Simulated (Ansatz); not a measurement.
# ZrS2: the cost of one run

Program: Ansatz 0.2.0. Level of theory: DFT LDA, scalar-relativistic, plane waves, PAW. These are calculated values, not measurements.

4 further runs of the same task are left out: 4 set aside as unsound or not needed.

### 1 Starting point

Symmetry: P-3m1, No. 164, trigonal system. The conventional cell has a = 3.595 Å, b = 3.595 Å, c = 5.652 Å, α = 90.00°, β = 90.00°, γ = 120.00°. Zr (site symmetry -3m) has 6 S at 2.53 Å as nearest neighbours. Around S (site symmetry 3m) lie 3 Zr at 2.53 Å.

As a file:

```cif
data_structure
_symmetry_space_group_name_H-M 'P-3m1'
_symmetry_Int_Tables_number 164
_cell_length_a 3.5951
_cell_length_b 3.5951
_cell_length_c 5.6519
_cell_angle_alpha 90.000
_cell_angle_beta 90.000
_cell_angle_gamma 120.000
_cell_volume 63.26
loop_
_atom_site_label
_atom_site_type_symbol
_atom_site_symmetry_multiplicity
_atom_site_Wyckoff_symbol
_atom_site_fract_x
_atom_site_fract_y
_atom_site_fract_z
_atom_site_occupancy
Zr1 Zr 1 a 0.00000 0.00000 0.00000 1
S1 S 2 d 0.33333 0.66667 0.25687 1
```

This cell was relaxed beforehand with the same method: volume 21.09 Å³/atom, gap on the mesh 0.46 eV.

### 2 The cell under 30 GPa

At a set pressure the run lowers the enthalpy E + PV, so the energy alone may rise along the way.

input.yaml reads:

```yaml
crystal:
  lattice:
    - [3.5950567026, 0.0, 0.0]
    - [-1.7975283513, 3.1134104325, 0.0]
    - [0.0, 0.0, 5.6519435442]
  atoms:
    - { symbol: Zr, position: [0.0, 0.0, 0.0] }
    - { symbol: S, position: [0.3333333333, 0.6666666667, 0.2568700789] }
    - { symbol: S, position: [0.6666666667, 0.3333333333, 0.7431299211] }
basis:
  ecutwfc: 420
kpoints:
  mp_grid: { grid: [12, 12, 6] }
hamiltonian:
  xc: lda
scf:
  occupations: { method: fixed }
output:
  forces: true
  stress: true
  eigenvalues: true
relax:
  adjacent_minimum: "off"
  f_tol: 0.001
  max_steps: 60
  cell: { stress_tol: 0.02, p_target: 30.0 }
```

The run is started by

```sh
$ ansatz run input.yaml --threads 1 --pin off --max-ram 3072MiB --backend cpu --events-out ev --progress --plain --runs-dir out
```

What time and memory should one allow on 1 thread of Intel Xeon at 2.70GHz, shared host?

About 62 s, with a peak of 0.42 GiB.
